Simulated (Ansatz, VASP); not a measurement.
**One calculation of Be, two programs**

The input INCAR:

```
PREC = Accurate
ENCUT = 520
EDIFF = 1E-7
ISMEAR = -1
SIGMA = 0.05
LREAL = False
LASPH = True
NELM = 100
ALGO = Normal
ISIF = 2
LWAVE = False
LCHARG = False
GGA = PE
NBANDS = 12
```

File KPOINTS:

```
Automatic mesh
0
Gamma
  7 7 12
```

The input POSCAR:

```
Be
1.0
    3.6703269463      0.0000000000      0.0000000000
    0.0000000000      3.6703269463      0.0000000000
    0.0000000000      0.0000000000      2.2347101981
Be
4
Direct
    0.7974080000      0.2025920000      0.5000000000
    0.2025920000      0.7974080000      0.5000000000
    0.7025920000      0.7025920000      0.0000000000
    0.2974080000      0.2974080000      0.0000000000
```

Contents of input.yaml:

```yaml
crystal:
  lattice:
    - [3.6703269463, 0.0, 0.0]
    - [0.0, 3.6703269463, 0.0]
    - [0.0, 0.0, 2.2347101981]
  atoms:
    - { symbol: Be, position: [0.797408, 0.202592, 0.5] }
    - { symbol: Be, position: [0.202592, 0.797408, 0.5] }
    - { symbol: Be, position: [0.702592, 0.702592, 0.0] }
    - { symbol: Be, position: [0.297408, 0.297408, 0.0] }
hamiltonian:
  xc: pbe
  pseudopotentials: { kind: paw }
kpoints:
  mp_grid: { grid: [7, 7, 12] }
scf:
  occupations: { method: fermi_dirac, width: 0.05 }
output:
  forces: true
  stress: true
  eigenvalues: true
```

This isn't the form of Be at room conditions, which is hcp.

Alike in both runs: task single point; functional PBE; k mesh 7 × 7 × 12; occupations fermi-dirac, width 0.05 eV; no spin polarisation.

|  | VASP | Ansatz |
| --- | --- | --- |
| version | VASP 6.6.1 | Ansatz 0.2.0 |
| potentials or method | VASP PAW PBE potentials, release 64 (Be) | Ansatz PAW |
| plane-wave cutoff (eV) | 520 | 420 |
| valence electrons in the cell | 8 | 8 |

VASP gave:

| Item | Value |
| --- | --- |
| gap on the k mesh at the Fermi level (eV) | none |
| pressure (GPa) | 8.4 |
| largest component of the traceless stress (GPa) | 0.96 |
| rms of the force components (eV/Å) | 0.018 |

Q: Which values does Ansatz return?

A: gap on the k mesh at the Fermi level (eV): none; pressure (GPa): 8.2; largest component of the traceless stress (GPa): 0.95; rms of the force components (eV/Å): 0.017.

Atom by atom the forces differ by 0.001 eV/Å (rms over components). A gap of «none» marks a metal or a gap that the smearing closes. The functional is the same, so the differences come from potentials, cutoffs and numerics.
